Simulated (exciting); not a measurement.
# Ru (P6_3/mmc) in exciting: a series of runs

The runs below take Ru through band structure, with LDA, PBEsol.

All numbers are computed with exciting (release sodium); they aren't measurements. Logs are shortened: lines on timing, memory, paths and dates and some standing lists are left out, and cuts for length are marked.

### 1 The structure

Symmetry: P6_3/mmc, No. 194, hexagonal system. Conventional cell: a = 2.706 Å, b = 2.706 Å, c = 4.282 Å, α = 90.00°, β = 90.00°, γ = 120.00°. Ru (site symmetry -6m2) has 12 Ru at 2.65 to 2.71 Å as nearest neighbours.

### 2 Band structure, LDA

input.xml reads:

```xml
<input>
  <title>Ru</title>
  <structure speciespath="./" tshift="false">
    <crystal scale="1">
      <basevect>5.113220948012 0.000000000000 0.000000000000</basevect>
      <basevect>-2.556610474006 4.428179236217 0.000000000000</basevect>
      <basevect>0.000000000000 0.000000000000 8.091618293035</basevect>
    </crystal>
    <species speciesfile="Ru.xml" rmt="2.3">
      <atom coord="0.666666666700 0.333333333300 0.750000000000"/>
      <atom coord="0.333333333300 0.666666666700 0.250000000000"/>
    </species>
  </structure>
  <groundstate do="fromscratch" ngridk="11 11 6" rgkmax="9" gmaxvr="14" lmaxapw="10" lmaxmat="10" lmaxvr="8" xctype="LDA_PW" stype="Fermi Dirac" swidth="0.00183747" nempty="18" ValenceRelativity="iora*" epsengy="1e-05" epspot="1e-05" maxscl="60" outputlevel="normal"/>
  <properties>
    <bandstructure>
      <plot1d>
        <path steps="80">
          <point coord="0 0 0" label="G"/>
          <point coord="0.5 0 0" label="M"/>
          <point coord="0.3333333333 0.3333333333 0" label="K"/>
          <point coord="0 0 0" label="G"/>
          <point coord="0 0 0.5" label="A"/>
          <point coord="0.5 0 0.5" label="L"/>
          <point coord="0.3333333333 0.3333333333 0.5" label="H"/>
          <point coord="0 0 0.5" label="A" breakafter="true"/>
          <point coord="0.5 0 0.5" label="L"/>
          <point coord="0.5 0 0" label="M" breakafter="true"/>
          <point coord="0.3333333333 0.3333333333 0" label="K"/>
          <point coord="0.3333333333 0.3333333333 0.5" label="H"/>
        </path>
      </plot1d>
    </bandstructure>
  </properties>
</input>
```

Potentials or basis: all-electron LAPW+lo, shipped species files, valence relativity iora*.

Launch:

```sh
$ OMP_NUM_THREADS=1 exciting_smp
```

INFO.OUT:

```text
================================================================================
EXCITING SODIUM started
[... 10 lines left out ...]

 Lattice vectors (cartesian) :
      5.1132209480      0.0000000000      0.0000000000
     -2.5566104740      4.4281792362      0.0000000000
      0.0000000000      0.0000000000      8.0916182930

 Reciprocal lattice vectors (cartesian) :
      1.2288116182      0.7094547185     -0.0000000000
      0.0000000000      1.4189094370      0.0000000000
      0.0000000000     -0.0000000000      0.7765054010

 Unit cell volume                           :     183.2125157621
 Brillouin zone volume                      :       1.3538933867

 Species :    1 (Ru)
     parameters loaded from                 :    Ru.xml
     name                                   :    ruthenium
     nuclear charge                         :     -44.00000000
     electronic charge                      :      44.00000000
     atomic mass                            :  184239.33920000
     muffin-tin radius                      :       2.30000000
     # of radial points in muffin-tin       :     400

     atomic positions (lattice) :
       1 :   0.66666667  0.33333333  0.75000000
       2 :   0.33333333  0.66666667  0.25000000

 Total number of atoms per unit cell        :       2

 Spin treatment                             :    spin-unpolarised

 Number of Bravais lattice symmetries       :      24
 Number of crystal symmetries               :      12

 k-point grid                               :      11   11    6
 Total number of k-points                   :      84
 k-point set is reduced with crystal symmetries

 R^MT_min * |G+k|_max (rgkmax)              :       9.00000000
 Species with R^MT_min                      :       1 (Ru)
 Maximum |G+k| for APW functions            :       3.91304348
 Maximum |G| for potential and density      :      14.00000000

 G-vector grid sizes                        :      24    24    40
 Total number of G-vectors                  :    8497

 Maximum angular momentum used for
     APW functions                          :      10
     computing H and O matrix elements      :      10
     potential and density                  :       8
     inner part of muffin-tin               :       2

 Total nuclear charge                       :     -88.00000000
 Total electronic charge                    :      88.00000000
 Total core charge                          :      56.00000000
 Total valence charge                       :      32.00000000

 Number of empty states                     :      18
 Total number of valence states             :      35

 Maximum Hamiltonian size                   :     222
 Maximum number of plane-waves              :     196
 Total number of local-orbitals             :      26

 Exchange-correlation type                  :       3
     Perdew-Wang, Phys. Rev. B 45, 13244 (1992)

 Smearing scheme                            :    Fermi-Dirac
[... 19 lines left out ...]
+ SCF iteration number :    1                                                  +
++++++++++++++++++++++++++++++++++++++++++++++++++++++++++++++++++++++++++++++++
 Total energy                               :     -9032.29027888
 _______________________________________________________________
 Fermi energy                               :         0.54310403
 Kinetic energy                             :      9430.55097733
 Coulomb energy                             :    -18204.74303555
 Exchange energy                            :      -249.84172851
 Correlation energy                         :        -8.25649214

 DOS at Fermi energy (states/Ha/cell)       :        53.77473849

 Electron charges :
     core                                   :        56.00000000
     core leakage                           :         0.00000105
     valence                                :        32.00000000
     interstitial                           :         4.31927456
     charge in muffin-tin spheres :
                  atom     1    Ru          :        41.84036272
                  atom     2    Ru          :        41.84036272
     total charge in muffin-tins            :        83.68072544
     total charge                           :        88.00000000

++++++++++++++++++++++++++++++++++++++++++++++++++++++++++++++++++++++++++++++++
+ SCF iteration number :    2                                                  +
++++++++++++++++++++++++++++++++++++++++++++++++++++++++++++++++++++++++++++++++
 Total energy                               :     -9046.66831108
 _______________________________________________________________
 Fermi energy                               :         0.51958924
 Kinetic energy                             :      9422.93198150
 Coulomb energy                             :    -18211.11421790
 Exchange energy                            :      -250.21947344
 Correlation energy                         :        -8.26660125

 DOS at Fermi energy (states/Ha/cell)       :        52.59194849

 Electron charges :
     core                                   :        56.00000000
     core leakage                           :         0.00000100
     valence                                :        32.00000000
     interstitial                           :         4.06743729
     charge in muffin-tin spheres :
                  atom     1    Ru          :        41.96628135
                  atom     2    Ru          :        41.96628135
     total charge in muffin-tins            :        83.93256271
     total charge                           :        88.00000000

 RMS change in effective potential (target) :  0.398973E-01  ( 0.100000E-04)
 Absolute change in total energy   (target) :   14.3780      ( 0.100000E-04)
 Charge distance                   (target) :  0.842463E-02  ( 0.100000E-04)

++++++++++++++++++++++++++++++++++++++++++++++++++++++++++++++++++++++++++++++++
+ SCF iteration number :    3                                                  +
++++++++++++++++++++++++++++++++++++++++++++++++++++++++++++++++++++++++++++++++
 Total energy                               :     -9052.70479842
 _______________________________________________________________
 Fermi energy                               :         0.50777772
 Kinetic energy                             :      9419.48879688
 Coulomb energy                             :    -18213.54129238
 Exchange energy                            :      -250.38111665
 Correlation energy                         :        -8.27118627

 DOS at Fermi energy (states/Ha/cell)       :        52.74506501

 Electron charges :
     core                                   :        56.00000000
     core leakage                           :         0.00000098
     valence                                :        32.00000000
     interstitial                           :         3.95035977
     charge in muffin-tin spheres :
                  atom     1    Ru          :        42.02482012
                  atom     2    Ru          :        42.02482012
     total charge in muffin-tins            :        84.04964023
     total charge                           :        88.00000000
[... 212 lines left out ...]
 DOS at Fermi energy (states/Ha/cell)       :        56.44347413

 Electron charges :
     core                                   :        56.00000000
     core leakage                           :         0.00000098
     valence                                :        32.00000000
     interstitial                           :         3.87083323
     charge in muffin-tin spheres :
                  atom     1    Ru          :        42.06458338
                  atom     2    Ru          :        42.06458338
     total charge in muffin-tins            :        84.12916677
     total charge                           :        88.00000000

 RMS change in effective potential (target) :  0.148470E-07  ( 0.100000E-04)
 Absolute change in total energy   (target) :  0.228954E-05  ( 0.100000E-04)
 Charge distance                   (target) :  0.115648E-07  ( 0.100000E-04)

++++++++++++++++++++++++++++++++++++++++++++++++++++++++++++++++++++++++++++++++
+ SCF iteration number :   12                                                  +
++++++++++++++++++++++++++++++++++++++++++++++++++++++++++++++++++++++++++++++++
 Total energy                               :     -9054.87457977
 _______________________________________________________________
 Fermi energy                               :         0.49817364
 Kinetic energy                             :      9417.75100799
 Coulomb energy                             :    -18213.90469567
 Exchange energy                            :      -250.44723171
 Correlation energy                         :        -8.27366039

 DOS at Fermi energy (states/Ha/cell)       :        56.44347777

 Electron charges :
     core                                   :        56.00000000
     core leakage                           :         0.00000098
     valence                                :        32.00000000
     interstitial                           :         3.87083329
     charge in muffin-tin spheres :
                  atom     1    Ru          :        42.06458336
                  atom     2    Ru          :        42.06458336
     total charge in muffin-tins            :        84.12916671
     total charge                           :        88.00000000

 RMS change in effective potential (target) :  0.174541E-08  ( 0.100000E-04)
 Absolute change in total energy   (target) :  0.297303E-05  ( 0.100000E-04)
 Charge distance                   (target) :  0.231877E-08  ( 0.100000E-04)

++++++++++++++++++++++++++++++++++++++++++++++++++++++++++++++++++++++++++++++++
| Convergency criteria checked for the last 2 iterations                       +
| Convergence targets achieved. Performing final SCF iteration                 +
++++++++++++++++++++++++++++++++++++++++++++++++++++++++++++++++++++++++++++++++
 Total energy                               :     -9054.87457998
 _______________________________________________________________
 Fermi energy                               :         0.49817364
 Kinetic energy                             :      9417.75100796
 Coulomb energy                             :    -18213.90469584
 Exchange energy                            :      -250.44723172
 Correlation energy                         :        -8.27366039

 DOS at Fermi energy (states/Ha/cell)       :        56.44347742

 Electron charges :
     core                                   :        56.00000000
     core leakage                           :         0.00000098
     valence                                :        32.00000000
     interstitial                           :         3.87083329
     charge in muffin-tin spheres :
                  atom     1    Ru          :        42.06458336
                  atom     2    Ru          :        42.06458336
     total charge in muffin-tins            :        84.12916671
     total charge                           :        88.00000000

++++++++++++++++++++++++++++++++++++++++++++++++++++++++++++++++++++++++++++++++
[... 12 lines left out ...]
| EXCITING SODIUM stopped                                                      =
================================================================================
```

Wall time 68 s (1 thread of Arm Neoverse V2, shared host); peak memory 0.12 GiB.

What came out:

```yaml
Free_energy: -246395.7064 eV
Band_gap_on_the_k_mesh: none (metal or under the smearing width)
All_electrons_inside_the_program's_atomic_spheres: Ru 42.06 (radii Ru 2.3 bohr)
```

Levels at the corners of the path, in eV from the Fermi level:
| point | band 12 | band 13 | band 14 | band 15 | band 16 | band 17 | band 18 | band 19 | band 20 | band 21 |
| --- | --- | --- | --- | --- | --- | --- | --- | --- | --- | --- |
| Γ | -2.54 | -2.37 | -1.86 | -1.86 | -1.33 | -1.33 | 1.27 | 1.27 | 1.36 | 10.41 |
| M | -2.96 | -2.01 | -1.73 | -1.47 | 1.52 | 1.94 | 2.02 | 4.16 | 6.20 | 11.09 |
| K | -3.71 | -2.78 | -2.78 | -1.01 | 1.09 | 1.09 | 1.53 | 7.14 | 7.26 | 7.26 |
| Γ | -2.54 | -2.37 | -1.86 | -1.86 | -1.33 | -1.33 | 1.27 | 1.27 | 1.36 | 10.41 |
| A | -2.71 | -2.71 | -2.71 | -2.66 | -2.66 | 0.63 | 0.63 | 0.63 | 0.63 | 14.53 |
| L | -4.48 | -0.99 | -0.99 | 0.52 | 0.52 | 1.77 | 1.77 | 3.47 | 3.47 | 10.65 |
| H | -4.05 | -2.65 | -2.65 | -1.12 | -1.12 | 1.31 | 1.31 | 8.55 | 8.55 | 10.93 |
| A | -2.71 | -2.71 | -2.71 | -2.66 | -2.66 | 0.63 | 0.63 | 0.63 | 0.63 | 14.53 |
| L | -4.48 | -0.99 | -0.99 | 0.52 | 0.52 | 1.77 | 1.77 | 3.47 | 3.47 | 10.65 |
| M | -2.96 | -2.01 | -1.73 | -1.47 | 1.52 | 1.94 | 2.02 | 4.16 | 6.20 | 11.09 |
| K | -3.71 | -2.78 | -2.78 | -1.01 | 1.09 | 1.09 | 1.53 | 7.14 | 7.26 | 7.26 |
| H | -4.05 | -2.65 | -2.65 | -1.12 | -1.12 | 1.31 | 1.31 | 8.55 | 8.55 | 10.93 |

Caveat: the log's total energy holds no entropy term; the free energy is that total less TS from the occupations.

### 3 Band structure, LDA, spin-orbit coupling, no magnetisation

Changes to input.xml since step 2:

```diff
@@ -13,3 +13,5 @@
   </structure>
-  <groundstate do="fromscratch" ngridk="11 11 6" rgkmax="9" gmaxvr="14" lmaxapw="10" lmaxmat="10" lmaxvr="8" xctype="LDA_PW" stype="Fermi Dirac" swidth="0.00183747" nempty="18" ValenceRelativity="iora*" epsengy="1e-05" epspot="1e-05" maxscl="60" outputlevel="normal"/>
+  <groundstate do="fromscratch" ngridk="8 8 5" rgkmax="9" gmaxvr="14" lmaxapw="10" lmaxmat="10" lmaxvr="8" xctype="LDA_PW" stype="Fermi Dirac" swidth="0.00183747" nempty="28" ValenceRelativity="iora*" epsengy="1e-05" epspot="1e-05" maxscl="60" outputlevel="normal">
+    <spin spinorb="true"/>
+  </groundstate>
   <properties>
```

Potentials or basis: all-electron LAPW+lo, shipped species files, valence relativity iora*.

Launch:

```sh
$ OMP_NUM_THREADS=1 exciting_smp
```

Wall time 1.9 min (1 thread of Arm Neoverse V2, shared host); peak memory 0.19 GiB.

It converged, with:

- Band gap on the k mesh: none (metal or under the smearing width)
- All electrons inside the program's atomic spheres: Ru 42.07 (radii Ru 2.3 bohr)

Levels at the corners of the path, in eV from the Fermi level:
| point | band 29 | band 30 | band 31 | band 32 | band 33 | band 34 | band 35 | band 36 |
| --- | --- | --- | --- | --- | --- | --- | --- | --- |
| Γ | -1.77 | -1.77 | -1.43 | -1.43 | -1.29 | -1.29 | 1.12 | 1.12 |
| M | -1.51 | -1.51 | 1.47 | 1.47 | 1.82 | 1.82 | 2.02 | 2.02 |
| K | -1.06 | -1.06 | 0.96 | 0.96 | 1.10 | 1.10 | 1.47 | 1.47 |
| Γ | -1.77 | -1.77 | -1.43 | -1.43 | -1.29 | -1.29 | 1.12 | 1.12 |
| A | -2.63 | -2.63 | -2.63 | -2.63 | 0.54 | 0.54 | 0.54 | 0.54 |
| L | 0.47 | 0.47 | 0.47 | 0.47 | 1.73 | 1.73 | 1.73 | 1.73 |
| H | -1.28 | -1.28 | -1.07 | -1.07 | 1.23 | 1.23 | 1.28 | 1.28 |
| A | -2.63 | -2.63 | -2.63 | -2.63 | 0.54 | 0.54 | 0.54 | 0.54 |
| L | 0.47 | 0.47 | 0.47 | 0.47 | 1.73 | 1.73 | 1.73 | 1.73 |
| M | -1.51 | -1.51 | 1.47 | 1.47 | 1.82 | 1.82 | 2.02 | 2.02 |
| K | -1.06 | -1.06 | 0.96 | 0.96 | 1.10 | 1.10 | 1.47 | 1.47 |
| H | -1.28 | -1.28 | -1.07 | -1.07 | 1.23 | 1.23 | 1.28 | 1.28 |

Caveat: total energies with spin-orbit coupling aren't reliable in this program, so none is listed and the log's shouldn't be used.

(Part 1 of 2 ends here.)
